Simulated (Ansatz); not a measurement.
# AlNi (Pm-3m) in Ansatz: notebook, part 2 of 2

Ansatz 0.2.0. The steps go on from the part before.

## Step 3: Single point, PBE, collinear spin, ferromagnetic start

input.yaml

```yaml
crystal:
  lattice:
    - [2.881, 0.0, 0.0]
    - [0.0, 2.881, 0.0]
    - [0.0, 0.0, 2.881]
  atoms:
    - { symbol: Ni, position: [0.5, 0.5, 0.5], spin: 1.0 }
    - { symbol: Al, position: [0.0, 0.0, 0.0] }
hamiltonian:
  xc: pbe
  pseudopotentials: { kind: paw }
magnetization:
  spin_polarized: true
kpoints:
  mp_grid: { grid: [9, 9, 9] }
scf:
  occupations: { method: gaussian, width: 0.018 }
output:
  forces: true
  stress: true
  eigenvalues: true
```

Potentials or basis: Ansatz PAW.

Command:

```bash
> ansatz run input.yaml --threads 2 --pin off --max-ram 5632MiB --backend cpu --events-out ev --progress --plain --runs-dir out
```

The program printed:

```text
Warning: RAYON_NUM_THREADS=2 ignored (pool sized by the plan → 2); use --threads N
Engine: ansatz 0.2.0, x86_64-unknown-linux-gnu
Pseudopotentials: kind: paw
Pseudopotential: Ni, paw, valence charge 18, recommended cutoff 420 eV (normal), Ni.paw.azcp
Pseudopotential: Al, paw, valence charge 3, recommended cutoff 420 eV (normal), Al.paw.azcp
Functional definition: PBE
  parameter kappa = 0.804
  parameter beta = 0.06672455060314922
  exchange = pbe_x(kappa = kappa, mu = beta*pi^2/3)
  correlation = pbe_c(beta = beta)
Crystal: 2 atoms, lattice volume = 23.913 Å³
Basis set: ecut = 420 eV, 461 PW (Γ), exchange–correlation on 40×40×40 points (8 copies of the dense FFT grid, shifted against one another)
Bands: 15, of which v1, the nominal top of the filled ones, is band 11 counted from 1 (10 counted from 0)
Symmetry: 48 space group operations
Space group: Pm-3m (ITA 221), of the structure as read, at distance tolerance 2.9e-5 Å
Magnetic group: BNS 221.92 (UNI 1594), of the structure as read, at distance tolerance 2.9e-5 Å
k-points: 35 of 729
Non-local potential: Ni, projectors of the file, l = 0: 3, l = 1: 2, l = 2: 3, l = 3: 1
[... 25 lines left out ...]
SCF converged after 11 iterations
Magnetization: -0.0000 μB (10.5000 up, 10.5000 down)
Absolute magnetization: 0.0000 μB (∫|ρ↑−ρ↓|, with the PAW one-centre terms)
Spin contamination: 0.0000 ħ² per cell (⟨S²⟩ above its minimum at these occupations)
Per-site moments (μB) at R_I (Å): [(-4.925736512013607e-7, 1.0291954151749743), (6.760638212011554e-8, 1.0291954151749743)]
Free energy (F): -6378.525548 eV
Harris-Foulkes:  -6378.525548 eV  (|F-HF|=4.55e-12)
Internal energy: -6378.525506 eV  (E = F + TS)
E sigma→0 (E₀):  -6378.525527 eV
Entropy (-TS):   -0.000042 eV (-0.021 meV/atom)
Fermi energy:    14.009825 eV
--- Per-component energies (eV) ---
  E_band       = -336.481870
  E_kinetic    = 310.988264
  E_local      = -4446.244756  (includes V_loc(G=0)·N_el)
  E_nonlocal   = 647.529783
  E_hartree    = 1913.310425
  E_xc         = -126.300097
  E_vxc        = -140.658964  (∫ρ·V_xc dr)
  E_paw        = -2100.195237  (= ΣΔE_a)
  E_vpaw       = -534.717272  (= ΣTr[D̂ρ^β])
  E_aug_tail   = 0.000487  (compensation charges beyond the density's cutoff)
  E_ewald      = -2577.614375
  E_smearing   = -0.000042  (= −TS)
  E_closure    = -0.000000  (closes the sum)
  Σ components = -6378.525548   (vs F -6378.525548, Δ=0.00e0)
--- Forces (eV/Å), atoms counted from 1 ---
  atom   1  Ni     0.00000000     0.00000000     0.00000000
  atom   2  Al    -0.00000000     0.00000000    -0.00000000
  max |Σ_I F_I| component: 8.36e-29 eV/Å
--- Stress (GPa, compression-positive) ---
        1.909507       0.000000      -0.000000
        0.000000       1.909507       0.000000
        0.000000       0.000000       1.909507
  P = ⅓ Tr σ = 1.9095 GPa (19.095 kbar)
--- Band table (eV; the first three rows and the last of 70) ---
  k-point 0 ↑: bands = ["-89.3417", "-49.7428", "-49.7428", "-49.7428", "2.8221", "10.7400", "10.7400", "12.4417", "12.4417", "12.4417", "19.4641", "19.4641", "19.4641", "22.0676", "22.0676"]
  k-point 1 ↑: bands = ["-89.3415", "-49.7455", "-49.7426", "-49.7426", "3.0492", "10.7157", "10.7928", "12.3457", "12.3457", "12.4521", "17.6057", "19.7612", "19.7612", "22.0796", "23.6699"]
  k-point 2 ↑: bands = ["-89.3411", "-49.7523", "-49.7421", "-49.7421", "3.7224", "10.4858", "10.9301", "12.1208", "12.1208", "12.4785", "15.2663", "20.5927", "20.5927", "22.1134", "25.2717"]
  k-point 34 ↓: bands = ["-89.3377", "-49.7610", "-49.7610", "-49.7610", "9.7050", "9.9417", "9.9417", "12.8604", "12.8604", "14.7013", "15.9157", "15.9157", "17.5771", "18.8323", "18.8323"]
```

Run time: 3.9 s. Hardware: 2 threads of Intel Xeon at 2.50GHz (Skylake/Cascade Lake), shared host; peak memory 0.32 GiB.

What came out:

```yaml
Free_energy: -6378.5255 eV
Pressure: 1.9 GPa
Band_gap_on_the_k_mesh: none (metal or under the smearing width)
Net_moment: 0.00 μB per cell
Absolute_moment: 0.00 μB per cell
```

Caveat: the starting moments weren't kept.

## Step 4: Single point, PBE, collinear spin, ferromagnetic start

input.yaml: that of step 3 with these lines changed.

```diff
@@ -16,3 +16,3 @@
 scf:
-  occupations: { method: gaussian, width: 0.018 }
+  occupations: { method: gaussian, width: 0.019 }
 output:
```

Command:

```bash
> ansatz run input.yaml --threads 2 --pin off --max-ram 5632MiB --backend cpu --events-out ev --progress --plain --runs-dir out
```

It took 3.7 s on 2 threads of Intel Xeon at 2.50GHz (Skylake/Cascade Lake), shared host; peak memory 0.33 GiB.

The run converged. Its results:

- Free energy: -6378.5255 eV
- Pressure: 1.9 GPa
- Band gap on the k mesh: none (metal or under the smearing width)
- Net moment: 0.00 μB per cell
- Absolute moment: 0.00 μB per cell

Levels at points of the mesh, in eV from the Fermi level:
Spin up:
```
           k point  band 8  band 9  band 10  band 11  band 12  band 13
(0.00, 0.00, 0.00)   -1.57   -1.57    -1.57     5.46     5.46     5.46
```
Spin down:
```
           k point  band 7  band 8  band 9  band 10  band 11  band 12  band 13  band 14
(0.00, 0.00, 0.00)   -3.27   -1.57   -1.57    -1.57     5.46     5.46     5.46     8.06
```

Caveat: the starting moments weren't kept.

## Step 5: Single point, PBE, collinear spin, ferromagnetic start

input.yaml: that of step 4 with these lines changed.

```diff
@@ -16,3 +16,3 @@
 scf:
-  occupations: { method: gaussian, width: 0.019 }
+  occupations: { method: gaussian, width: 0.02 }
 output:
@@ -21 +21,5 @@
   eigenvalues: true
+  write_density: true
+  write_potential: true
+  elf: true
+  volumetric_format: npy
```

Command:

```bash
> ansatz run input.yaml --threads 2 --pin off --max-ram 5632MiB --backend cpu --events-out ev --progress --plain --runs-dir out
```

It took 4.4 s on 2 threads of Intel Xeon at 2.50GHz (Skylake/Cascade Lake), shared host; peak memory 0.33 GiB.

The run converged. Its results:

```yaml
Free_energy: -6378.5256 eV
Pressure: 1.9 GPa
Band_gap_on_the_k_mesh: none (metal or under the smearing width)
Net_moment: 0.00 μB per cell
Absolute_moment: 0.00 μB per cell
```

Levels at points of the mesh, in eV from the Fermi level:
Spin up:
```csv
k point,band 8,band 9,band 10,band 11,band 12,band 13
"(0.00, 0.00, 0.00)",-1.57,-1.57,-1.57,5.46,5.46,5.46
```
Spin down:
```
           k point  band 8  band 9  band 10  band 11  band 12  band 13
(0.00, 0.00, 0.00)   -1.57   -1.57    -1.57     5.46     5.46     5.46
```

Caveat: the starting moments weren't kept.

## Step 6: Single point, PBE, collinear spin, ferromagnetic start

input.yaml: that of step 5 with these lines changed.

```diff
@@ -16,3 +16,3 @@
 scf:
-  occupations: { method: gaussian, width: 0.02 }
+  occupations: { method: gaussian, width: 0.021 }
 output:
```

Potentials or basis: Ansatz PAW.

Command:

```bash
> ansatz run input.yaml --threads 2 --pin off --max-ram 5632MiB --backend cpu --events-out ev --progress --plain --runs-dir out
```

The program printed:

```text
Warning: RAYON_NUM_THREADS=2 ignored (pool sized by the plan → 2); use --threads N
[... 9 set-up lines as earlier in the session ...]
Crystal: 2 atoms, lattice volume = 23.913 Å³
Basis set: ecut = 420 eV, 461 PW (Γ), exchange–correlation on 40×40×40 points (8 copies of the dense FFT grid, shifted against one another)
Bands: 15, of which v1, the nominal top of the filled ones, is band 11 counted from 1 (10 counted from 0)
[... 2 set-up lines as earlier in the session ...]
Magnetic group: BNS 221.92 (UNI 1594), of the structure as read, at distance tolerance 2.9e-5 Å
k-points: 35 of 729
[... 1 set-up line as earlier in the session ...]
[... 26 lines left out ...]
SCF converged after 12 iterations
Magnetization: -0.0000 μB (10.5000 up, 10.5000 down)
Absolute magnetization: 0.0000 μB (∫|ρ↑−ρ↓|, with the PAW one-centre terms)
Spin contamination: 0.0000 ħ² per cell (⟨S²⟩ above its minimum at these occupations)
Per-site moments (μB) at R_I (Å): [(-2.592131789732569e-7, 1.0291954151749743), (4.074940495546987e-8, 1.0291954151749743)]
Free energy (F): -6378.525555 eV
Harris-Foulkes:  -6378.525555 eV  (|F-HF|=4.18e-11)
Internal energy: -6378.525506 eV  (E = F + TS)
E sigma→0 (E₀):  -6378.525530 eV
Entropy (-TS):   -0.000049 eV (-0.025 meV/atom)
Fermi energy:    14.005509 eV
--- Per-component energies (eV) ---
  E_band       = -336.481759
  E_kinetic    = 310.988272
  E_local      = -4446.243913  (includes V_loc(G=0)·N_el)
  E_nonlocal   = 647.529571
  E_hartree    = 1913.309719
  E_xc         = -126.300118
  E_vxc        = -140.658992  (∫ρ·V_xc dr)
  E_paw        = -2100.195148  (= ΣΔE_a)
  E_vpaw       = -534.717229  (= ΣTr[D̂ρ^β])
  E_aug_tail   = 0.000487  (compensation charges beyond the density's cutoff)
  E_ewald      = -2577.614375
  E_smearing   = -0.000049  (= −TS)
  E_closure    = -0.000000  (closes the sum)
  Σ components = -6378.525555   (vs F -6378.525555, Δ=0.00e0)
--- Forces (eV/Å), atoms counted from 1 ---
  atom   1  Ni     0.00000000     0.00000000    -0.00000000
  atom   2  Al    -0.00000000     0.00000000     0.00000000
  max |Σ_I F_I| component: 4.99e-29 eV/Å
--- Stress (GPa, compression-positive) ---
        1.909437       0.000000       0.000000
        0.000000       1.909437       0.000000
        0.000000       0.000000       1.909437
  P = ⅓ Tr σ = 1.9094 GPa (19.094 kbar)
--- Band table (eV; the first three rows and the last of 70) ---
  k-point 0 ↑: bands = ["-89.3417", "-49.7428", "-49.7428", "-49.7428", "2.8221", "10.7400", "10.7400", "12.4417", "12.4417", "12.4417", "19.4641", "19.4641", "19.4641", "22.0676", "22.0676"]
  k-point 1 ↑: bands = ["-89.3415", "-49.7455", "-49.7426", "-49.7426", "3.0492", "10.7157", "10.7928", "12.3457", "12.3457", "12.4521", "17.6057", "19.7612", "19.7612", "22.0796", "23.6699"]
  k-point 2 ↑: bands = ["-89.3411", "-49.7523", "-49.7421", "-49.7421", "3.7224", "10.4858", "10.9301", "12.1208", "12.1208", "12.4785", "15.2663", "20.5927", "20.5927", "22.1134", "25.2717"]
  k-point 34 ↓: bands = ["-89.3377", "-49.7610", "-49.7610", "-49.7610", "9.7050", "9.9417", "9.9417", "12.8604", "12.8604", "14.7013", "15.9157", "15.9157", "17.5771", "18.8323", "18.8323"]
```

rho_z.tsv:

```text
# z_ang	rho[e/angstrom^3]	rho_spin[e/angstrom^3]
# format = ansatz-planar-average/11
# lattice	2.881000000	0.000000000	0.000000000
# lattice	0.000000000	2.881000000	0.000000000
# lattice	0.000000000	0.000000000	2.881000000
# sites	2
# site	28	1.440500000	1.440500000	1.440500000
# site	13	0.000000000	0.000000000	0.000000000
0.000000	2.030043e-1	5.934617e-9
0.144050	2.071416e-1	3.810855e-9
0.288100	2.196991e-1	-1.492474e-9
0.432150	2.435970e-1	-9.609166e-9
0.576200	2.840947e-1	-1.852506e-8
0.720250	3.674942e-1	-2.910384e-8
[... 12 lines left out ...]
2.592900	2.196991e-1	-1.492474e-9
2.736950	2.071416e-1	3.810855e-9
```

It took 4.2 s on 2 threads of Intel Xeon at 2.50GHz (Skylake/Cascade Lake), shared host; peak memory 0.33 GiB.

What came out:

```
Free energy            : -6378.5256 eV
Pressure               : 1.9 GPa
Band gap on the k mesh : none (metal or under the smearing width)
Net moment             : 0.00 μB per cell
Absolute moment        : 0.00 μB per cell
```

Levels at points of the mesh, in eV from the Fermi level:
Spin up:
| k point | band 7 | band 8 | band 9 | band 10 | band 11 | band 12 | band 13 | band 14 |
| --- | --- | --- | --- | --- | --- | --- | --- | --- |
| (0.00, 0.00, 0.00) | -3.27 | -1.56 | -1.56 | -1.56 | 5.46 | 5.46 | 5.46 | 8.06 |
Spin down:
| k point | band 7 | band 8 | band 9 | band 10 | band 11 | band 12 | band 13 | band 14 |
| --- | --- | --- | --- | --- | --- | --- | --- | --- |
| (0.00, 0.00, 0.00) | -3.27 | -1.56 | -1.56 | -1.56 | 5.46 | 5.46 | 5.46 | 8.06 |

Caveat: the starting moments weren't kept.

## Step 7: Summary

| smearing | gap on the mesh (eV) | pressure (GPa) | moment (μB) |
| --- | --- | --- | --- |
| gaussian 0.017 eV | none | 1.9 | 0.00 |
| gaussian 0.018 eV | none | 1.9 | 0.00 |
| gaussian 0.019 eV | none | 1.9 | 0.00 |
| gaussian 0.02 eV | none | 1.9 | 0.00 |
| gaussian 0.021 eV | none | 1.9 | 0.00 |

Alike in all rows: task single point; level PBE; potentials or basis Ansatz PAW; spin collinear, ferromagnetic start; cell as given; k mesh 9 × 9 × 9; cutoff (eV) 420.

Every run on the cell as given and a fine mesh finds a metal.

Caveats: the starting moments weren't kept.

Total energies depend on the potentials used, so only differences within one code and one set of settings carry meaning.
